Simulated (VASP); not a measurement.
# ZnS (Wurtzite-2H) (P6_3mc) in VASP: further runs

Runs on ZnS (Wurtzite-2H). Level: PBE. Tasks: single point.

Program: VASP 6.6.1. These are calculated values, not measurements. Logs are shortened: lines on timing, memory, paths and dates and some standing lists are left out, and cuts for length are marked.

**Experimental background.**

A printed reference work, monograph reports, for a bulk crystal of ZnS at 4 K: band gap 3.911 eV (direct).

How close the calculation comes is told below.

### 1 The cell of the first run

The structure is hexagonal, space group P6_3mc (No. 186). The conventional cell has a = 3.811 Å, b = 3.811 Å, c = 6.234 Å, α = 90.00°, β = 90.00°, γ = 120.00°. Within 3.1 Å of Zn (site symmetry 3m) lie 4 S at 2.31 to 2.40 Å. Within 3.1 Å of S (site symmetry 3m) lie 4 Zn at 2.31 to 2.40 Å.

### 2 Single point, PBE

The input, INCAR:

```
SYSTEM = ZnS
PREC     = Accurate       ! precision mode
ENCUT    = 520            ! plane-wave cutoff, eV
EDIFF    = 1E-6           ! SCF threshold, eV
ISMEAR   = 1              ! smearing method
SIGMA    = 0.025          ! smearing width, eV
LREAL    = .FALSE.        ! projectors in reciprocal space
LASPH    = .TRUE.         ! aspherical terms in the spheres
NELM     = 60             ! most SCF steps
ALGO     = Normal         ! electronic algorithm
ISIF     = 2              ! what is computed and relaxed
LWAVE    = .FALSE.        ! write WAVECAR
LCHARG   = .FALSE.        ! write CHGCAR
GGA      = PE             ! functional
NBANDS   = 26             ! bands
```

The input, KPOINTS:

```
Automatic mesh
0
G
  7 7 4
  0 0 0
```

The input, POSCAR:

```
ZnS
1.0
    3.8110000000      0.0000000000      0.0000000000
   -1.9055000000      3.3004228138      0.0000000000
    0.0000000000      0.0000000000      6.2340000000
Zn S
2 2
Direct
    0.6666666667      0.3333333333      0.5000000000
    0.3333333333      0.6666666667      0.0000000000
    0.6666666667      0.3333333333      0.8850000000
    0.3333333333      0.6666666667      0.3850000000
```

Potentials or basis: VASP PAW PBE potentials, release 64 (Zn, S).

Command:

```sh
$ cat potpaw_PBE.64/Zn/POTCAR potpaw_PBE.64/S/POTCAR > POTCAR
$ mpirun -np 1 vasp_std > vasp.out
```

OUTCAR:

```text
SYSTEM = ZnS
   PREC = Accurate
   ENCUT = 520
   EDIFF = 1E-6
   ISMEAR = 1
   LREAL = .FALSE.
   LASPH = .TRUE.
   NELM = 60
   ISIF = 2
   GGA = PE

 ion  position               nearest neighbor table
   1  0.667  0.333  0.500-   4 2.31   4 2.31   4 2.31   3 2.40
   2  0.333  0.667  0.000-   3 2.31   3 2.31   3 2.31   4 2.40
   3  0.667  0.333  0.885-   2 2.31   2 2.31   2 2.31   1 2.40
   4  0.333  0.667  0.385-   1 2.31   1 2.31   1 2.31   2 2.40

  LATTYP: Found a hexagonal cell.
 ALAT       =     3.8110000000
 C/A-ratio  =     1.6357911309

  Lattice vectors:

 A1 = (   3.8110000000,   0.0000000000,   0.0000000000)
 A2 = (  -1.9055000000,   3.3004228138,   0.0000000000)
 A3 = (   0.0000000000,   0.0000000000,   6.2340000000)

Analysis of symmetry for initial positions (statically):
=====================================================================
 Subroutine PRICEL returns:
 Original cell was already a primitive cell.

 Routine SETGRP: Setting up the symmetry group for a
 hexagonal supercell.

 Subroutine GETGRP returns: Found 12 space group operations
 (whereof  6 operations were pure point group operations)
 out of a pool of 24 trial point group operations.

The static configuration has the point symmetry C_3v.
 The point group associated with its full space group is C_6v.

Analysis of symmetry for dynamics (positions and initial velocities):
=====================================================================
 Subroutine PRICEL returns:
 Original cell was already a primitive cell.

 Routine SETGRP: Setting up the symmetry group for a
 hexagonal supercell.

 Subroutine GETGRP returns: Found 12 space group operations
 (whereof  6 operations were pure point group operations)
 out of a pool of 24 trial point group operations.

The dynamic configuration has the point symmetry C_3v.
 The point group associated with its full space group is C_6v.

 Subroutine INISYM returns: Found 12 space group operations
 (whereof  6 operations are pure point group operations),
 and found     1 'primitive' translations

----------------------------------------------------------------------------------------

                                     Primitive cell

  volume of cell :      78.4107

  direct lattice vectors                    reciprocal lattice vectors
     3.811000000  0.000000000  0.000000000     0.262398321  0.151495741  0.000000000
    -1.905500000  3.300422814  0.000000000     0.000000000  0.302991482  0.000000000
     0.000000000  0.000000000  6.234000000     0.000000000  0.000000000  0.160410651

  length of vectors
     3.811000000  3.811000000  6.234000000     0.302991482  0.302991482  0.160410651

  position of ions in fractional coordinates (direct lattice)
     0.666666667  0.333333333  0.500000000
     0.333333333  0.666666667  0.000000000
     0.666666667  0.333333333  0.885000000
     0.333333333  0.666666667  0.385000000

  ion indices of the primitive-cell ions
   primitive index   ion index
                 1           1
                 2           2
                 3           3
                 4           4

----------------------------------------------------------------------------------------

 KPOINTS: Automatic mesh

Automatic generation of k-mesh.
 Grid dimensions read from file:
 generate k-points for:    7    7    4

 Generating k-lattice:

  Cartesian coordinates                     Fractional coordinates (reciprocal lattice)
     0.037485474  0.021642249  0.000000000     0.142857143  0.000000000  0.000000000
     0.000000000  0.043284497  0.000000000     0.000000000  0.142857143  0.000000000
     0.000000000  0.000000000  0.040102663     0.000000000  0.000000000  0.250000000

  Length of vectors
     0.043284497  0.043284497  0.040102663

  Shift w.r.t. Gamma in fractional coordinates (k-lattice)
     0.000000000  0.000000000  0.000000000

 Subroutine IBZKPT returns following result:
 ===========================================

 Found     24 irreducible k-points:

 Following reciprocal coordinates:
            Coordinates               Weight
  0.000000  0.000000  0.000000      1.000000
  0.142857  0.000000  0.000000      6.000000
  0.285714  0.000000  0.000000      6.000000
  0.428571  0.000000  0.000000      6.000000
  0.142857  0.142857  0.000000      6.000000
  0.285714  0.142857  0.000000     12.000000
[... 16 lines left out ...]
  0.428571  0.142857  0.500000      6.000000
  0.285714  0.285714  0.500000      6.000000
   k-points           NKPTS =     24   k-points in BZ     NKDIM =     24   number of bands    NBANDS=     26
   number of dos      NEDOS =    301   number of ions     NIONS =      4
   total plane-waves  NPLWV =  37632
   dimension x,y,z NGX =    28 NGY =   28 NGZ =   48
   dimension x,y,z NGXF=    56 NGYF=   56 NGZF=   96
   ions per type =               2   2
   NGX,Y,Z   is equivalent  to a cutoff of  12.21, 12.21, 12.80 a.u.
   NGXF,Y,Z  is equivalent  to a cutoff of  24.43, 24.43, 25.60 a.u.
 SYSTEM =  ZnS
   PREC   = accura    normal or accurate (medium, high low for compatibility)
   ISTART =      0    job   : 0-new  1-cont  2-samecut
   ICHARG =      2    charge: 1-file 2-atom 10-const
   ISPIN  =      1    spin polarized calculation?
   LNONCOLLINEAR =      F non collinear calculations
   LSORBIT =      F    spin-orbit coupling
   LASPH  =      T    aspherical Exc in radial PAW
   ENCUT  =  520.0 eV  38.22 Ry    6.18 a.u.   7.09  7.09 11.59*2*pi/ulx,y,z
   NELM   =     60;   NELMIN=  2; NELMDL= -5     # of ELM steps
   EDIFF  = 0.1E-05   stopping-criterion for ELM
   LREAL  =      F    real-space projection
   EDIFFG = 0.1E-04   stopping-criterion for IOM
   NSW    =      0    number of steps for IOM
   IBRION =     -1    ionic relax: 0-MD 1-quasi-New 2-CG
   NFREE  =      0    steps in history (QN), initial steepest desc. (CG)
   ISIF   =      2    stress and relaxation
   ISYM   =      2    0-nonsym 1-usesym 2-fastsym
   POTIM  = 0.5000    time-step for ionic-motion
   TEBEG  =    0.0;   TEEND  =   0.0 temperature during run
   PSTRESS=    0.0 pullay stress
   NELECT =      36.0000    total number of electrons
   NUPDOWN=      -1.0000    fix difference up-down
   EMIN   =  10.00;   EMAX   =-10.00  energy-range for DOS
   EFERMI =   0.00;   METHOD = LEGACY
   ISMEAR =     1;   SIGMA  =   0.03  broadening in eV -4-tet -1-fermi 0-gaus
   EFERMI_NEDOS =   21; number of points for ismear=-14 and -15
   IALGO  =     38    algorithm
   IMIX   =      4    mixing-type and parameters
     AMIX     =   0.40;   BMIX     =  1.00
     AMIX_MAG =   1.60;   BMIX_MAG =  1.00
  volume/ion in A,a.u.               =      19.60       132.29
  Fermi-wavevector in a.u.,A,eV,Ry     =   1.262943  2.386617 21.701647  1.595026
  Thomas-Fermi vector in A             =   2.396326
   LORBIT       =      0    0 simple, 1 ext, 2 COOP (PROOUT), +10 PAW based schemes
   GGA     = PE    functional components
   LHFCALC =     F    Hartree Fock is set to
   AEXX    =    0.0000 exact exchange contribution
   IVDW    =     0    specifies the selected vdW correction
   LEPSILON=     F    determine dielectric tensor
   LRPA    =     F    only Hartree local field effects (RPA)
 non-spin polarized calculation
 Methfessel and Paxton  Order N= 1 SIGMA  =   0.03
  energy-cutoff  :      520.00
  volume of cell :       78.41
 maximum number of plane-waves:      2126
   NGX = 15   NGY = 15   NGZ = 23

 number of electron      35.9999977 magnetization

 Free energy of the ion-electron system (eV)
  ---------------------------------------------------
  ext. energy  EPLUGINS =         0.00000000
  ---------------------------------------------------
  free energy    TOTEN  =       -13.65309442 eV

  energy without entropy =      -13.65311943  energy(sigma->0) =      -13.65310275

 E-fermi :   2.1790     XC(G=0):  -9.6511

 val. band max:        2.1626906638   @ k =   0.0000   0.0000   0.0000
 cond. band min:       4.4159357488   @ k =   0.0000   0.0000   0.0000
 fundamental gap:      2.2532450850
 Fermi energy:         2.1789673025

 k-point     1 :       0.0000    0.0000    0.0000
  band No.  band energies     occupation
      1     -11.0307      2.00000
      2     -10.1077      2.00000
      3      -4.2062      2.00000
      4      -4.2062      2.00000
      5      -4.1419      2.00000
      6      -4.1419      2.00000
[... 18 lines left out ...]
     25       9.7857      0.00000
     26      11.4725      0.00000

 k-point     2 :       0.1429    0.0000    0.0000
  band No.  band energies     occupation
      1     -10.8930      2.00000
      2     -10.0293      2.00000
      3      -4.2163      2.00000
      4      -4.1740      2.00000
      5      -4.1327      2.00000
      6      -4.1000      2.00000
[... 18 lines left out ...]
     25      10.4100      0.00000
     26      10.6463      0.00000

 k-point     3 :       0.2857    0.0000    0.0000
  band No.  band energies     occupation
      1     -10.5383      2.00000
      2      -9.8623      2.00000
      3      -4.2100      2.00000
      4      -4.1096      2.00000
      5      -4.0998      2.00000
      6      -3.9999      2.00000
[... 18 lines left out ...]
     25      10.8696      0.00000
     26      11.2180      0.00000

 k-point     4 :       0.4286    0.0000    0.0000
  band No.  band energies     occupation
      1     -10.1661      2.00000
      2      -9.7729      2.00000
      3      -4.1754      2.00000
      4      -4.0708      2.00000
      5      -3.9969      2.00000
      6      -3.9156      2.00000
[... 18 lines left out ...]
     25      11.1834      0.00000
     26      13.1386      0.00000
[... 496 lines left out ...]
      1     -10.0240      2.00000
      2     -10.0240      2.00000
      3      -4.1385      2.00000
      4      -4.1385      2.00000
      5      -4.0111      2.00000
      6      -4.0111      2.00000
[... 18 lines left out ...]
     25      10.8741      0.00000
     26      10.8741      0.00000

 k-point    23 :       0.4286    0.1429    0.5000
  band No.  band energies     occupation
      1      -9.8930      2.00000
      2      -9.8930      2.00000
      3      -4.1184      2.00000
      4      -4.1184      2.00000
      5      -3.9849      2.00000
      6      -3.9849      2.00000
[... 18 lines left out ...]
     25      11.9019      0.00000
     26      11.9019      0.00000

 k-point    24 :       0.2857    0.2857    0.5000
  band No.  band energies     occupation
      1      -9.8641      2.00000
      2      -9.8641      2.00000
      3      -4.0516      2.00000
      4      -4.0516      2.00000
      5      -3.9863      2.00000
      6      -3.9863      2.00000
[... 18 lines left out ...]
     25      11.2082      0.00000
     26      11.2082      0.00000

------------------------ aborting loop because EDIFF is reached ----------------------------------------

  FORCE on cell =-STRESS in cart. coord.  units (eV):
  Direction    XX          YY          ZZ          XY          YZ          ZX
  --------------------------------------------------------------------------------------
  -------------------------------------------------------------------------------------
  Total        1.5602999      1.5602999      0.5439019      0.0000000      0.0000000      0.0000000
  in kB       31.8818378     31.8818378     11.1136280      0.0000000      0.0000000      0.0000000
  external PRESSURE =      24.9591012 kB  Pullay stress =       0.0000000 kB

 VOLUME and BASIS-vectors are now :
 -----------------------------------------------------------------------------
  energy-cutoff  :      520.00
  volume of cell :       78.41
      direct lattice vectors                 reciprocal lattice vectors
     3.811000000  0.000000000  0.000000000     0.262398321  0.151495741  0.000000000
    -1.905500000  3.300422814  0.000000000     0.000000000  0.302991482  0.000000000
     0.000000000  0.000000000  6.234000000     0.000000000  0.000000000  0.160410651

 POSITION                                       TOTAL-FORCE (eV/Angst)
 -----------------------------------------------------------------------------------
      1.90550      1.10014      3.11700        -0.000000     -0.000000      0.322704
     -0.00000      2.20028      0.00000         0.000000     -0.000000      0.322704
      1.90550      1.10014      5.51709         0.000000      0.000000     -0.322704
     -0.00000      2.20028      2.40009        -0.000000      0.000000     -0.322704
 -----------------------------------------------------------------------------------
    total drift:                               -0.000000     -0.000000      0.000472

  FREE ENERGIE OF THE ION-ELECTRON SYSTEM (eV)
  ---------------------------------------------------
  free  energy   TOTEN  =       -13.6530944185 eV

  energy  without entropy=      -13.6531194258  energy(sigma->0) =      -13.65310275
```

Wall time 37 s (1 thread of Intel Xeon Platinum 8259CL at 2.50GHz (Skylake/Cascade Lake), shared host); peak memory 0.2 GiB.

Results:

```yaml
Free_energy: -13.6531 eV
Pressure: 2.5 GPa
Largest_force: 0.323 eV/Å
Band_gap_on_the_k_mesh: 2.25 eV, direct
```

Forces in eV/Å, atoms in the order of the input:
```
Zn   0.000  0.000  0.323
Zn   0.000  0.000  0.323
S    0.000  0.000 -0.323
S    0.000  0.000 -0.323
```

Stress tensor (GPa, compression positive):
```
3.19 0.00 0.00
0.00 3.19 0.00
0.00 0.00 1.11
```

### 3 Single point, PBE

The input, INCAR:

```
SYSTEM = ZnS
PREC     = Accurate       ! precision mode
ENCUT    = 520            ! plane-wave cutoff, eV
EDIFF    = 1E-6           ! SCF threshold, eV
ISMEAR   = 1              ! smearing method
SIGMA    = 0.01           ! smearing width, eV
LREAL    = .False.        ! projectors in reciprocal space
LASPH    = .True.         ! aspherical terms in the spheres
NELM     = 100            ! most SCF steps
ALGO     = Normal         ! electronic algorithm
ISIF     = 2              ! what is computed and relaxed
LWAVE    = .False.        ! write WAVECAR
LCHARG   = .False.        ! write CHGCAR
GGA      = PE             ! functional
NBANDS   = 26             ! bands
```

The input, KPOINTS:

```
regular mesh
0
Gamma
  7 7 4
  0 0 0
```

POSCAR is that of step 2.

Potentials or basis: VASP PAW PBE potentials, release 64 (Zn, S).

Command:

```sh
$ cat potpaw_PBE.64/Zn/POTCAR potpaw_PBE.64/S/POTCAR > POTCAR
$ mpirun -np 1 vasp_std > vasp.out
```

Wall time 35 s (1 thread of Intel Xeon Platinum 8259CL at 2.50GHz (Skylake/Cascade Lake), shared host); peak memory 0.2 GiB.

Results (log left out):

| Property | Result |
| --- | --- |
| Free energy | -13.6531 eV |
| Pressure | 2.5 GPa |
| Largest force | 0.323 eV/Å |
| Band gap on the k mesh | 2.25 eV, direct |

Forces on the atoms (eV/Å):
```
Zn   0.000  0.000  0.323
Zn   0.000  0.000  0.323
S    0.000  0.000 -0.323
S    0.000  0.000 -0.323
```

Stress tensor (GPa, compression positive):
```
3.19 0.00 0.00
0.00 3.19 0.00
0.00 0.00 1.12
```

Levels at points of the mesh, in eV from the valence-band top:
```csv
k point,band 16,band 17,band 18,band 19,band 20,band 21
"(0.00, 0.00, 0.00)",-0.01,-0.01,0.00,2.25,3.00,6.30
"(0.00, 0.00, 0.50)",-0.45,-0.45,-0.45,3.51,3.51,6.73
```

### 4 Single point, PBE

The input, INCAR:

```
SYSTEM = ZnS
  PREC = Accurate
  ENCUT = 520
  EDIFF = 1E-6
  ISMEAR = 1
  SIGMA = 0.005
  LREAL = .FALSE.
  LASPH = .TRUE.
  NELM = 80
  ALGO = Normal
  ISIF = 2
  LWAVE = .FALSE.
  LCHARG = .FALSE.
  GGA = PE
  NBANDS = 26
```

The input, KPOINTS:

```
regular mesh
0
G
  7 7 4
  0 0 0
```

POSCAR is that of step 3.

Command:

```sh
$ cat potpaw_PBE.64/Zn/POTCAR potpaw_PBE.64/S/POTCAR > POTCAR
$ mpirun -np 1 vasp_std > vasp.out
```

It took 33 s on 1 thread of Intel Xeon Platinum 8259CL at 2.50GHz (Skylake/Cascade Lake), shared host; peak memory 0.2 GiB.

Results (log left out):

```yaml
Free_energy: -13.6531 eV
Pressure: 2.5 GPa
Largest_force: 0.323 eV/Å
Band_gap_on_the_k_mesh: 2.25 eV, direct
```

Forces in eV/Å, atoms in the order of the input:
```
Zn   0.000  0.000  0.323
Zn   0.000  0.000  0.323
S    0.000  0.000 -0.323
S    0.000  0.000 -0.323
```

Stress tensor (GPa, compression positive):
```
3.19 0.00 0.00
0.00 3.19 0.00
0.00 0.00 1.12
```

Levels at points of the mesh, in eV from the valence-band top:
| k point | band 15 | band 16 | band 17 | band 18 | band 19 | band 20 | band 21 | band 22 |
| --- | --- | --- | --- | --- | --- | --- | --- | --- |
| (0.00, 0.00, 0.00) | -0.86 | -0.01 | -0.01 | 0.00 | 2.25 | 3.00 | 6.30 | 6.30 |
| (0.00, 0.00, 0.50) | -0.45 | -0.45 | -0.45 | -0.45 | 3.51 | 3.51 | 6.73 | 6.73 |

### 5 Overview

```tsv
smearing	gap on the mesh (eV)	pressure (GPa)	largest force (eV/Å)
methfessel-paxton 0.025 eV	2.25	2.5	0.32
methfessel-paxton 0.01 eV	2.25	2.5	0.32
methfessel-paxton 0.005 eV	2.25	2.5	0.32
```

Alike in all rows: task single point; level PBE; potentials or basis VASP PAW PBE potentials, release 64 (Zn, S); no spin polarisation; cell as given; k mesh 7 × 7 × 4; cutoff (eV) 520.

On the cell as given the gap runs from 2.25 eV (PBE) to 2.25 eV (PBE).

Absolute energies hang on the potentials; compare differences alone.

### 6 Against experiment

Step 2. A measured gap of ZnS is 3.911 eV (direct; 4 K; a printed reference work, monograph); the calculated 2.25 eV misses it by -1.66 eV. The value is that of PBE, without temperature or zero-point motion. Semilocal functionals fall short of measured gaps as a rule.

Step 3. A measured gap of ZnS is 3.911 eV (direct; 4 K; a printed reference work, monograph); the calculated 2.25 eV misses it by -1.66 eV. The value is that of PBE, without temperature or zero-point motion. Semilocal functionals fall short of measured gaps as a rule.

Step 4. Against the measured gap of ZnS, 3.911 eV (direct; 4 K; a printed reference work, monograph), the calculated 2.25 eV is off by -1.66 eV. The value is that of PBE, without temperature or zero-point motion. Semilocal functionals fall short of measured gaps as a rule.
